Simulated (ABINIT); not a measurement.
# Pb (Im-3m) in ABINIT: a series of runs

The runs below take Pb through equation of state, with LDA, PBEsol, BLYP.

Everything below comes from runs of ABINIT 10.8.3 (patched build). Logs are shortened: lines on timing, memory, paths and dates and some standing lists are left out, and cuts for length are marked. The log counts tension as positive stress, the text compression.

## Step 1: The crystal as given

It takes space group Im-3m (No. 229, cubic). The conventional cell has a = 3.959 Å, b = 3.959 Å, c = 3.959 Å, α = 90.00°, β = 90.00°, γ = 90.00°. Pb (site symmetry m-3m) has 8 Pb at 3.43 Å as nearest neighbours.

This isn't the form of Pb at room conditions, which is fcc.

## Step 2: Equation of state, LDA

Contents of run.abi:

```
# Datasets: one volume each
ndtset 7
getwfk -1
scalecart1 3*0.9795861087
scalecart2 3*0.9864848297
scalecart3 3*0.9932883884
scalecart4 3*1.0000000000
scalecart5 3*1.0066227096
scalecart6 3*1.0131594038
scalecart7 3*1.0196128224

# Pseudopotentials
pp_dirpath "./"
pseudos "Pb.GGA_PBE-JTH.xml"

# Structure
acell 6.4796270145 6.4796270145 6.4796270145
rprim
    -0.5773502692     0.5773502692     0.5773502692
     0.5773502692    -0.5773502692     0.5773502692
     0.5773502692     0.5773502692    -0.5773502692
ntypat 1
znucl 82
natom 1
typat 1
xred
     0.0000000000     0.0000000000     0.0000000000

# Plane-wave basis
ecut 26.0
pawecutdg 48.0

# k points
kptopt 1
ngkpt 9 9 9
nshiftk 1
shiftk 0.0 0.0 0.0

# Exchange and correlation
ixc 7

# Bands and occupations
nband 11
occopt 3
tsmear 0.05 eV

# SCF cycle
nstep 100
tolvrs 1.0e-9

# Output
iomode 3
prtwf 1
prtden 0
prteig 0
prtebands 0
```

Potentials or basis: JTH PAW PBE v2.0.

Command:

```console
abinit run.abi > log 2>&1
```

run.abo:

```text
.Version 10.8.3 of ABINIT
 DATASET    1 : space group Im -3 m (#229); Bravais cI (body-center cubic)
================================================================================
 Values of the parameters that define the memory need for DATASET  1.
     intxc =       0    ionmov =       0      iscf =      17    lmnmax =      18
     lnmax =       6     mgfft =      30  mpssoang =       3    mqgrid =    3001
     natom =       1  nloc_mem =       2    nspden =       1   nspinor =       1
    nsppol =       1      nsym =      48    n1xccc =       1    ntypat =       1
    occopt =       3   xclevel =       1
       mpw =        1258          nfft =       27000          nkpt =          35
 PAW method is used; the additional fine FFT grid is defined by:
   mgfftf=        40    nfftf =     64000
================================================================================
================================================================================
[... 71 lines left out ...]
 DATASET    7 : space group Im -3 m (#229); Bravais cI (body-center cubic)
================================================================================
 Values of the parameters that define the memory need for DATASET  7.
     intxc =       0    ionmov =       0      iscf =      17    lmnmax =      18
     lnmax =       6     mgfft =      32  mpssoang =       3    mqgrid =    3001
     natom =       1  nloc_mem =       2    nspden =       1   nspinor =       1
    nsppol =       1      nsym =      48    n1xccc =       1    ntypat =       1
    occopt =       3   xclevel =       1
       mpw =        1433          nfft =       32768          nkpt =          35
 PAW method is used; the additional fine FFT grid is defined by:
   mgfftf=        45    nfftf =     91125
================================================================================
================================================================================

--------------------------------------------------------------------------------
------------- Echo of variables that govern the present computation ------------
--------------------------------------------------------------------------------
 -outvars: echo values of preprocessed input variables --------
            acell      6.4796270145E+00  6.4796270145E+00  6.4796270145E+00 Bohr
              amu      2.07200000E+02
             ecut      2.60000000E+01 Hartree
           getwfk          -1
              ixc           7
           jdtset        1    2    3    4    5    6    7
         kptrlatt        9    0    0      0    9    0      0    0    9
          kptrlen1     5.71261735E+01
          kptrlen2     5.75284838E+01
          kptrlen3     5.79252445E+01
          kptrlen4     5.83166431E+01
          kptrlen5     5.87028573E+01
          kptrlen6     5.90840554E+01
          kptrlen7     5.94603971E+01
            natom           1
            nband          11
           ndtset           7
            ngfft1         30      30      30
            ngfft2         30      30      30
            ngfft3         30      30      30
            ngfft4         30      30      30
            ngfft5         30      30      30
            ngfft6         32      32      32
            ngfft7         32      32      32
          ngfftdg1         40      40      40
          ngfftdg2         40      40      40
          ngfftdg3         45      45      45
          ngfftdg4         45      45      45
          ngfftdg5         45      45      45
          ngfftdg6         45      45      45
          ngfftdg7         45      45      45
             nkpt          35
            nstep         100
             nsym          48
           ntypat           1
           occopt           3
        pawecutdg      4.80000000E+01 Hartree
           prtden           0
        prtebands           0
           prteig           0
            rprim1    -5.6556430356E-01  5.6556430356E-01  5.6556430356E-01
                       5.6556430356E-01 -5.6556430356E-01  5.6556430356E-01
                       5.6556430356E-01  5.6556430356E-01 -5.6556430356E-01
            rprim2    -5.6954728199E-01  5.6954728199E-01  5.6954728199E-01
                       5.6954728199E-01 -5.6954728199E-01  5.6954728199E-01
                       5.6954728199E-01  5.6954728199E-01 -5.6954728199E-01
            rprim3    -5.7347531844E-01  5.7347531844E-01  5.7347531844E-01
                       5.7347531844E-01 -5.7347531844E-01  5.7347531844E-01
                       5.7347531844E-01  5.7347531844E-01 -5.7347531844E-01
            rprim4    -5.7735026920E-01  5.7735026920E-01  5.7735026920E-01
                       5.7735026920E-01 -5.7735026920E-01  5.7735026920E-01
                       5.7735026920E-01  5.7735026920E-01 -5.7735026920E-01
            rprim5    -5.8117389237E-01  5.8117389237E-01  5.8117389237E-01
                       5.8117389237E-01 -5.8117389237E-01  5.8117389237E-01
                       5.8117389237E-01  5.8117389237E-01 -5.8117389237E-01
            rprim6    -5.8494785453E-01  5.8494785453E-01  5.8494785453E-01
                       5.8494785453E-01 -5.8494785453E-01  5.8494785453E-01
                       5.8494785453E-01  5.8494785453E-01 -5.8494785453E-01
            rprim7    -5.8867373749E-01  5.8867373749E-01  5.8867373749E-01
                       5.8867373749E-01 -5.8867373749E-01  5.8867373749E-01
                       5.8867373749E-01  5.8867373749E-01 -5.8867373749E-01
          spgroup         229
           tolvrs      1.00000000E-09
           tsmear      1.83746611E-03 Hartree
            typat      1
           useylm           1
            znucl       82.00000

================================================================================

 chkinp: Checking input parameters for consistency, jdtset=   1.

 chkinp: Checking input parameters for consistency, jdtset=   2.

 chkinp: Checking input parameters for consistency, jdtset=   3.

 chkinp: Checking input parameters for consistency, jdtset=   4.
[... 31 lines left out ...]
 getcut: wavevector=  0.0000  0.0000  0.0000  ngfft=  30  30  30
         ecut(hartree)=     26.000   => boxcut(ratio)=   2.05910

 Fine grid specifications (used for densities):

 getcut: wavevector=  0.0000  0.0000  0.0000  ngfft=  40  40  40
         ecut(hartree)=     48.000   => boxcut(ratio)=   2.02187

--- Pseudopotential description ------------------------------------------------
- pspini: atom type   1  psp file is ./Pb.GGA_PBE-JTH.xml
 Pseudopotential format is: paw10
 basis_size (lnmax)=  6 (lmn_size= 18), orbitals=   0   0   1   1   2   2
 Spheres core radius: rc_sph= 2.40264019
 Shapefunction is BESSEL type: shapef(r,l)=aa(1,l)*jl(q(1,l)*r)+aa(2,l)*jl(q(2,l)*r)
 Radius for shape functions =  2.00872932
 Compensation charge density is not taken into account in XC energy/potential

   3.29629720E+02                                ecore*ucvol(ha*bohr**3)
--------------------------------------------------------------------------------

[... 7 lines left out ...]

     iter   Etot(hartree)      deltaE(h)  residm     nres2
 ETOT  1  -60.014396301705    -6.001E+01 2.374E+01 3.287E+00
 ETOT  2  -61.397072536473    -1.383E+00 2.746E-01 2.467E+00
 ETOT  3  -61.400542981919    -3.470E-03 1.103E-01 6.330E-01
 ETOT  4  -61.399934447382     6.085E-04 3.822E-02 1.602E-01
 ETOT  5  -61.399648630346     2.858E-04 1.803E-02 3.964E-03
 ETOT  6  -61.399663595925    -1.497E-05 1.141E-02 5.724E-03
 ETOT  7  -61.399652878210     1.072E-05 1.175E-02 3.261E-05
 ETOT  8  -61.399653352179    -4.740E-07 3.911E-03 3.912E-06
 ETOT  9  -61.399653362260    -1.008E-08 3.385E-03 1.683E-06
 ETOT 10  -61.399653359653     2.607E-09 1.231E-03 3.227E-07
 ETOT 11  -61.399653358839     8.137E-10 6.707E-04 9.158E-10
[... 1163 lines left out ...]
 Cartesian components of stress tensor (hartree/bohr^3)
  sigma(1 1)=  1.78720070E-04  sigma(3 2)=  0.00000000E+00
  sigma(2 2)=  1.78720070E-04  sigma(3 1)=  0.00000000E+00
  sigma(3 3)=  1.78720070E-04  sigma(2 1)=  0.00000000E+00

-Cartesian components of stress tensor (GPa)         [Pressure= -5.2581E+00 GPa]
- sigma(1 1)=  5.25812601E+00  sigma(3 2)=  0.00000000E+00
- sigma(2 2)=  5.25812601E+00  sigma(3 1)=  0.00000000E+00
- sigma(3 3)=  5.25812601E+00  sigma(2 1)=  0.00000000E+00

== END DATASET(S) ==============================================================
================================================================================

 -outvars: echo values of variables after computation  --------
            acell      6.4796270145E+00  6.4796270145E+00  6.4796270145E+00 Bohr
           etotal1    -6.1399653359E+01
           etotal2    -6.1399490778E+01
           etotal3    -6.1399196853E+01
           etotal4    -6.1398788100E+01
           etotal5    -6.1398282396E+01
           etotal6    -6.1397695327E+01
           etotal7    -6.1397036897E+01
            fcart1    -0.0000000000E+00 -0.0000000000E+00 -0.0000000000E+00
            fcart2    -0.0000000000E+00 -0.0000000000E+00 -0.0000000000E+00
            fcart3    -0.0000000000E+00 -0.0000000000E+00 -0.0000000000E+00
            fcart4    -0.0000000000E+00 -0.0000000000E+00 -0.0000000000E+00
            fcart5    -0.0000000000E+00 -0.0000000000E+00 -0.0000000000E+00
            fcart6    -0.0000000000E+00 -0.0000000000E+00 -0.0000000000E+00
            fcart7    -0.0000000000E+00 -0.0000000000E+00 -0.0000000000E+00
            rprim1    -5.6556430356E-01  5.6556430356E-01  5.6556430356E-01
                       5.6556430356E-01 -5.6556430356E-01  5.6556430356E-01
                       5.6556430356E-01  5.6556430356E-01 -5.6556430356E-01
            rprim2    -5.6954728199E-01  5.6954728199E-01  5.6954728199E-01
                       5.6954728199E-01 -5.6954728199E-01  5.6954728199E-01
                       5.6954728199E-01  5.6954728199E-01 -5.6954728199E-01
            rprim3    -5.7347531844E-01  5.7347531844E-01  5.7347531844E-01
                       5.7347531844E-01 -5.7347531844E-01  5.7347531844E-01
[... 9 lines left out ...]
                       5.8494785453E-01  5.8494785453E-01 -5.8494785453E-01
            rprim7    -5.8867373749E-01  5.8867373749E-01  5.8867373749E-01
                       5.8867373749E-01 -5.8867373749E-01  5.8867373749E-01
                       5.8867373749E-01  5.8867373749E-01 -5.8867373749E-01
           strten1     3.7271161835E-05  3.7271161835E-05  3.7271161835E-05
                       0.0000000000E+00  0.0000000000E+00  0.0000000000E+00
           strten2     7.0790612719E-05  7.0790612719E-05  7.0790612719E-05
                       0.0000000000E+00  0.0000000000E+00  0.0000000000E+00
           strten3     9.9761483484E-05  9.9761483484E-05  9.9761483484E-05
                       0.0000000000E+00  0.0000000000E+00  0.0000000000E+00
           strten4     1.2455641685E-04  1.2455641685E-04  1.2455641685E-04
                       0.0000000000E+00  0.0000000000E+00  0.0000000000E+00
           strten5     1.4568205909E-04  1.4568205909E-04  1.4568205909E-04
                       0.0000000000E+00  0.0000000000E+00  0.0000000000E+00
           strten6     1.6355630612E-04  1.6355630612E-04  1.6355630612E-04
                       0.0000000000E+00  0.0000000000E+00  0.0000000000E+00
           strten7     1.7872007049E-04  1.7872007049E-04  1.7872007049E-04
                       0.0000000000E+00  0.0000000000E+00  0.0000000000E+00
 Calculation completed.
```

It took 88 s on 1 thread of AMD EPYC 7R43 (Zen 3), shared host; peak memory 0.13 GiB.

Results:

| Quantity | Value |
| --- | --- |
| Equilibrium volume | 28.83 Å³/atom (rough: see the caveat) |
| Bulk modulus | 55 GPa (rough) |

Energy against volume, from the lowest point:
```
volume (Å³/atom)  energy (meV/atom)
          29.172               0.00
          29.792               4.42
          30.413              12.42
          31.034              23.54
          31.654              37.31
          32.275              53.28
          32.896              71.20
```

Caveat: pressures at fixed basis lie under the slope of the energies; the minimum lies outside the volumes run; the PAW data sets were made with another functional, which shifts forces and pressure a little. The run has no spin-orbit coupling, so splittings on Pb are missing.

## Step 3: Equation of state, PBEsol

run.abi, as its differences from that of step 2:

```diff
@@ -31,2 +31,3 @@
 pawecutdg 48.0
+pawxcdev 0
 
@@ -39,3 +40,3 @@
 # Exchange and correlation
-ixc 7
+ixc -116133
```

Potentials or basis: JTH PAW PBE v2.0.

Command:

```console
abinit run.abi > log 2>&1
```

Wall time 1.8 min (1 thread of AMD EPYC 7R43 (Zen 3), shared host); peak memory 0.15 GiB.

Results (log left out):

```yaml
Equilibrium_volume: 29.72 Å³/atom
Bulk_modulus: 49 GPa
Pressure_derivative_of_the_bulk_modulus: 6.0
```

Energy against volume, from the lowest point:
```
volume (Å³/atom)  energy (meV/atom)
          29.172               1.58
          29.792               0.00
          30.413               2.27
          31.034               7.93
          31.654              16.50
          32.275              27.52
          32.896              40.71
```

Caveat: pressures at fixed basis lie under the slope of the energies; the PAW data sets were made with another functional, which shifts forces and pressure a little.

## Step 4: Equation of state, BLYP

run.abi, as its differences from that of step 3:

```diff
@@ -40,3 +40,3 @@
 # Exchange and correlation
-ixc -116133
+ixc -106131
```

Potentials or basis: JTH PAW PBE v2.0.

Command:

```console
abinit run.abi > log 2>&1
```

run.abo:

```text
.Version 10.8.3 of ABINIT
 DATASET    1 : space group Im -3 m (#229); Bravais cI (body-center cubic)
================================================================================
 Values of the parameters that define the memory need for DATASET  1.
     intxc =       0    ionmov =       0      iscf =      17    lmnmax =      18
     lnmax =       6     mgfft =      30  mpssoang =       3    mqgrid =    3001
     natom =       1  nloc_mem =       2    nspden =       1   nspinor =       1
    nsppol =       1      nsym =      48    n1xccc =       1    ntypat =       1
    occopt =       3   xclevel =       2
       mpw =        1258          nfft =       27000          nkpt =          35
 PAW method is used; the additional fine FFT grid is defined by:
   mgfftf=        40    nfftf =     64000
================================================================================
================================================================================
[... 71 lines left out ...]
 DATASET    7 : space group Im -3 m (#229); Bravais cI (body-center cubic)
[... 1328 lines left out ...]
            fcart6    -0.0000000000E+00 -0.0000000000E+00 -0.0000000000E+00
            fcart7    -0.0000000000E+00 -0.0000000000E+00 -0.0000000000E+00
            rprim1    -5.6556430356E-01  5.6556430356E-01  5.6556430356E-01
                       5.6556430356E-01 -5.6556430356E-01  5.6556430356E-01
                       5.6556430356E-01  5.6556430356E-01 -5.6556430356E-01
[... 17 lines left out ...]
                       5.8867373749E-01  5.8867373749E-01 -5.8867373749E-01
           strten1    -2.6059465849E-04 -2.6059465849E-04 -2.6059465849E-04
                       0.0000000000E+00  0.0000000000E+00  0.0000000000E+00
           strten2    -2.1560486684E-04 -2.1560486684E-04 -2.1560486684E-04
                       0.0000000000E+00  0.0000000000E+00  0.0000000000E+00
           strten3    -1.7576004789E-04 -1.7576004789E-04 -1.7576004789E-04
                       0.0000000000E+00  0.0000000000E+00  0.0000000000E+00
           strten4    -1.4064947917E-04 -1.4064947917E-04 -1.4064947917E-04
                       0.0000000000E+00  0.0000000000E+00  0.0000000000E+00
           strten5    -1.0976630914E-04 -1.0976630914E-04 -1.0976630914E-04
                       0.0000000000E+00  0.0000000000E+00  0.0000000000E+00
           strten6    -8.2585170571E-05 -8.2585170571E-05 -8.2585170571E-05
                       0.0000000000E+00  0.0000000000E+00  0.0000000000E+00
           strten7    -5.8401209097E-05 -5.8401209097E-05 -5.8401209097E-05
                       0.0000000000E+00  0.0000000000E+00  0.0000000000E+00
 Calculation completed.
```

Run time: 1.8 min. Hardware: 1 thread of AMD EPYC 7R43 (Zen 3), shared host; peak memory 0.14 GiB.

What came out:

| Property | Result |
| --- | --- |
| Equilibrium volume | 35.37 Å³/atom (rough: see the caveat) |
| Bulk modulus | 23 GPa (rough) |

Energy against volume, from the lowest point:
```tsv
volume (Å³/atom)	energy (meV/atom)
29.172	109.27
29.792	80.65
30.413	56.89
31.034	37.44
31.654	21.77
32.275	9.40
32.896	0.00
```

Caveat: pressures at fixed basis lie under the slope of the energies; the minimum lies outside the volumes run; the PAW data sets were made with another functional, which shifts forces and pressure a little. Spin-orbit coupling is left out, which matters for the levels of Pb.
